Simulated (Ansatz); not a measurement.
## Al$_{3}$Ru$_{2}$: a fit and a missing row

Al$_{3}$Ru$_{2}$, I4/mmm, a = 3.073 Å, c = 14.252 Å. The structure is a Materials Project entry; whether it is the stable form wasn't checked. Ansatz: PBEsol, PAW, 420 eV, Γ-centred 16×16×16 mesh on 5 atoms, Gaussian smearing 0.10 eV; no spin polarisation. Shape and atoms are relaxed at each volume; pressure is positive in compression.

```
V (Å³/atom) P (GPa)
     12.654    13.48
     13.058     6.19
     13.461     0.00
     13.865    -5.23
     14.269        ?
```

Take V0 = 13.461 Å³/atom, fit the third-order Birch–Murnaghan form to the other rows, and predict the missing pressure.

With the Eulerian strain f = ½[(V0/V)^(2/3) − 1] and y = P/[3f(1 + 2f)^(5/2)], the form is the line y = B0 + 1.5 B0 (B0′ − 4) f. Rows (f, y): 0.02104, 192.7; 0.01024, 191.5; -0.00976, 187.6. Means f = 0.007173, y = 190.60; Σ(Δf)² = 0.0004884, ΣΔfΔy = 0.08268; the slope is their ratio. y = 189.4 + 169.3 f GPa, so B0 = 189.4 GPa and B0′ = 4 + 2 × (169.3)/(3 × 189.4) = 4.60. At V = 14.269, f = -0.01906, y = 186.17 and P = -9.66 GPa. The run gave -9.64 GPa, so the fit is 0.02 GPa too low, within twice the rms miss on the fitted rows (0.01 GPa). The form still works here, 33 % of the fitted range beyond its end.